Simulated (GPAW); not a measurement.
AgCl (Chlorargyrite):

```
Ag Cl
1.0
     0.00000    2.73500    2.73500
     2.73500    0.00000    2.73500
     2.73500    2.73500    0.00000
Ag Cl
1 1
Direct
  0.00000 0.00000 0.00000
  0.50000 0.50000 0.50000
```

Program: GPAW 26.7.0. Alike in all runs: no spin polarisation; cell as given; smearing fermi-dirac 0.05 eV.

Task: Order these runs on this cell by their band gap on the k mesh, lowest first.
A. level PBE; potentials or basis GPAW PAW data sets (gpaw-data 1.2.1), pw; k mesh 7 × 7 × 7; cutoff (eV) 450; maxiter 120; convergence default
B. level r2SCAN; potentials or basis GPAW PAW data sets (gpaw-data 1.2.1), pw; k mesh 8 × 8 × 8; cutoff (eV) 600; maxiter 150; band path GXWKGLUWLK,UX; band points 60
C. level LDA; potentials or basis the program's PAW data sets (release 1.2.1) made for this functional, pw; k mesh 7 × 7 × 7; cutoff (eV) 450; maxiter 120; convergence default

Result: C (0.68 eV), A (0.97 eV), B (1.43 eV).

Caveats: an odd mesh through Γ misses points on the zone boundary, where band edges often lie (some runs).

A k mesh can miss the band edges, odd and even meshes differently.
